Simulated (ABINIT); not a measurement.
Ta, 1 atom in the cell. The structure is cubic, space group Im-3m (No. 229). Conventional cell: a = 3.303 Å, b = 3.303 Å, c = 3.303 Å, α = 90.00°, β = 90.00°, γ = 90.00°. Ta (site symmetry m-3m) has 8 Ta at 2.86 Å as nearest neighbours. 

```yaml
Program: ABINIT 10.8.3 (patched build)
Task: band structure
Functional: PBEsol
Potentials_or_basis: JTH PAW PBE v2.0
Cutoff: 517 eV
k_mesh: 11 × 11 × 11
Occupations: fermi-dirac, width 0.05 eV
Spin: no spin polarisation
Fine-grid_cutoff: 1034.03 eV
Exchange_and_correlation_inside_the_PAW_spheres: full angular mesh (pawxcdev 0, this build's default; the released program takes 1)
```

Potentials or basis: JTH PAW PBE v2.0.

Command:

```sh
$ abinit run.abi > log 2>&1
```

Hardware: 1 thread of Intel(R) Xeon(R) Platinum 8488C (Sapphire Rapids) (shared host).

Question: Estimate the wall time of this run.

Answer: Wall time 15 s on 1 thread of Intel(R) Xeon(R) Platinum 8488C (Sapphire Rapids), with other jobs on the host, peak memory 0.11 GiB. Counts: scf iterations 10, mpi ranks 1, k points 56, bands 11, plane waves 490.
